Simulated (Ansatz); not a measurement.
## Is this Be structure a true minimum?

The cell was found from a structure generator's guess, not taken from experiment.

Level of theory: DFT PBE, scalar-relativistic, plane waves, PAW (Ansatz). Plane waves to 420 eV, a k mesh through Γ of 30×30×30 on the computed 1-atom cell and Gaussian smearing (0.10 eV); no spin polarisation.

The cell below (1 atom, space group Fm-3m (No. 225)) is relaxed within its symmetry.

```yaml
crystal:
  lattice:
    - [0.00000, 1.57858, 1.57858]
    - [1.57858, 0.00000, 1.57858]
    - [1.57858, 1.57858, 0.00000]
  atoms:
    - { symbol: Be, position: [0.00000, 0.00000, 0.00000] }
```

For the test a repeat of it with 8 atoms (edges 4.46, 4.46, 4.46 Å) was strained at random (σ = 1.5 % a component), the atoms were moved at random (σ = 0.05 Å), and all was relaxed again on a coarse 6×6×6 mesh (in the run’s order of axes) with 0.20 eV smearing, with no symmetry imposed.

Q: Is the structure stable against such a distortion?

A: It returns, within 1 meV/atom of the unmoved cell on that mesh and with the same symmetry when read at 0.1 Å. So it is stable against the distortions that fit this cell and that this random move excites. Modes that don't fit the cell aren't tested.
